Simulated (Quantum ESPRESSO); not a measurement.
The system is Te2Mo.

```
Te Mo
1.0
     3.51820    0.00000    0.00000
    -1.75910    3.04685    0.00000
     0.00000    0.00000   13.97360
Te Mo
4 2
Cartesian
  1.7591 1.0156 5.2960
  0.0000 2.0312 12.2828
  1.7591 1.0156 1.6908
  0.0000 2.0312 8.6776
  1.7591 1.0156 10.4802
  0.0000 2.0312 3.4934
```

Base run:

| Item | Value |
| --- | --- |
| Program | Quantum ESPRESSO 7.5 |
| Functional | HCTH |
| Potentials or basis | PseudoDojo 0.4.1 SR PBE standard |
| Cutoff | 1088 eV |
| Density cutoff | 4354 eV |
| k mesh | 9 × 9 × 2 |
| Occupations | fermi-dirac, width 0.05 eV |
| Spin | no spin polarisation |

Its results: band gap on the k mesh 0.83 eV, indirect (least direct gap 1.03 eV); pressure 5.2 GPa; largest force 0.045 eV/Å.

**Question.** The run is repeated on the same cell with these changes: functional from HCTH to vdW-DF3-opt1. What comes out?

**Answer.** Band gap on the k mesh 0.76 eV, indirect (least direct gap 1.04 eV); pressure 0.9 GPa; largest force 0.121 eV/Å.

Caveats: the potentials were made for another functional, which shifts forces and pressure; spin-orbit coupling is left out, which moves the levels of the heavy elements.

A k mesh can miss the band edges.

Not every run made on this cell is shown here.
